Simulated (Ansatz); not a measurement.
# Cd: pressure and energy above lowest point against volume per atom

Results calculated with Ansatz 0.2.0 development build, not measured. Equation of state of a cubic crystal from periodic Kohn-Sham density functional theory without spin; pressure corrected for the finite basis.

Cell of the first row (space group Fm-3m, No. 225):
```
Cd
1.0
      0.0000     2.2063     2.2063
      2.2063     0.0000     2.2063
      2.2063     2.2063     0.0000
Cd
1
Direct
  0.00000 0.00000 0.00000
```

Settings of every row: formula Cd; structure type fcc; functional PBE; spin treatment none; k mesh 21x21x21; occupation method fermi-dirac; occupation width 0.061225619 eV; wave cutoff 700 eV; datasets soft-1 PAW; density cutoff ratio 4.

Limits: a cubic model structure, not a phase known at ambient conditions; the SCF threshold is loose for a stress in some rows.

```
row  volume per atom (Å³)  pressure (GPa)  energy above lowest point (meV/atom)
  1                 21.48           3.067                                 12.12
  2                21.937           1.894                                  5.09
  3                22.394            0.87                                  1.18
  4                22.851          -0.024                                     0
  5                23.308               ?                                     ?
```

Question: what pressure and energy above lowest point should row 5 give?

Worked fit of pressure. Take u = (V_r/V)^(2/3) − 1 with V_r = 22.166 Å³ an atom, which is twice the finite (Eulerian) strain; such expansions in the strain, on which the Birch-Murnaghan equation of state is built, carry the rest volume and the bulk modulus. The shown rows have u = 0.02118, 0.00695, -0.0068, -0.02009. Least squares give pressure = 1.3634 + 74.58 × u + 275.8 × u² GPa; a straight line predicts inner rows, each left out in turn, worse (root mean square 0.075 against 0.0023 GPa). The rows lie off it by 0.000, -0.001, 0.001, 0.000. The pressure vanishes at u = -0.0197, or V = 22.84 Å³ an atom, and there the bulk modulus at fixed shape and fractions is B = −V dP/dV = (2/3)(1 + u) dP/du = 41.6 GPa. The withheld row has u = -0.03294, so the fit gives 1.3634 + 74.58 × (-0.03294) + 275.8 × (-0.03294)² = -0.794 GPa.

The calculation gave -0.803 GPa. The fit lies 0.009 GPa (1.1 % of the value, 0.23 % of the column's range) above it; its largest miss of a shown row is 0.001 GPa. This row lies beyond the range of the fit.

Worked fit of energy above lowest point. Take u = (V_r/V)^(2/3) − 1 with V_r = 22.166 Å³ an atom, which is twice the finite (Eulerian) strain; such expansions in the strain, on which the Birch-Murnaghan equation of state is built, carry the rest volume and the bulk modulus. The shown rows have u = 0.02118, 0.00695, -0.0068, -0.02009. Least squares give energy above lowest point = 2.765 + 285.41 × u + 7368.4 × u² meV/atom; a straight line predicts inner rows, each left out in turn, worse (root mean square 2 against 0.033 meV/atom). The rows lie off it by 0.00, -0.01, 0.02, -0.01. The withheld row has u = -0.03294, so the fit gives 2.765 + 285.41 × (-0.03294) + 7368.4 × (-0.03294)² = 1.36 meV/atom.

The calculation gave 1.21 meV/atom. The fit lies 0.15 meV/atom (12 % of the value, 1.2 % of the column's range) above it; its largest miss of a shown row is 0.02 meV/atom. This row lies beyond the range of the fit.
